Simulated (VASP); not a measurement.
Runs of VASP 6.6.1 on BN (Qingsongite). Symmetry: F-43m, No. 216, cubic system. Conventional cell: a = 3.615 Å, b = 3.615 Å, c = 3.615 Å, α = 90.00°, β = 90.00°, γ = 90.00°. B (site symmetry -43m) has 4 N at 1.57 Å as nearest neighbours. N (site symmetry -43m) is surrounded by 4 B at 1.57 Å. 

| task | cell | gap on the mesh (eV) | pressure (GPa) |
| --- | --- | --- | --- |
| relaxation of the atoms | atoms relaxed from: a relaxed cell with its volume scaled by 1.04 | 4.93 | -14.3 |
| relaxation of the atoms | atoms relaxed from: a relaxed cell with its volume scaled by 0.98 | (a) | 8.2 |
| relaxation of cell and atoms | relaxed | 4.98 | 0.0 |
| relaxation of the atoms | atoms relaxed from: a relaxed cell with its volume scaled by 0.94 | 5.05 | 27.1 |

Alike in all rows: level r2SCAN; potentials or basis VASP PAW PBE potentials, release 64 (B, N); no spin polarisation; k mesh 14 × 14 × 14; cutoff (eV) 600; smearing gaussian 0.03 eV.

Problem. Estimate the missing entries.

Solution. (a) 5.00.

Caveats: the PAW data sets were made with another functional, which shifts forces and pressure a little; the relaxation stopped at its first step, so nothing moved (some runs).

A k mesh can miss the band edges.
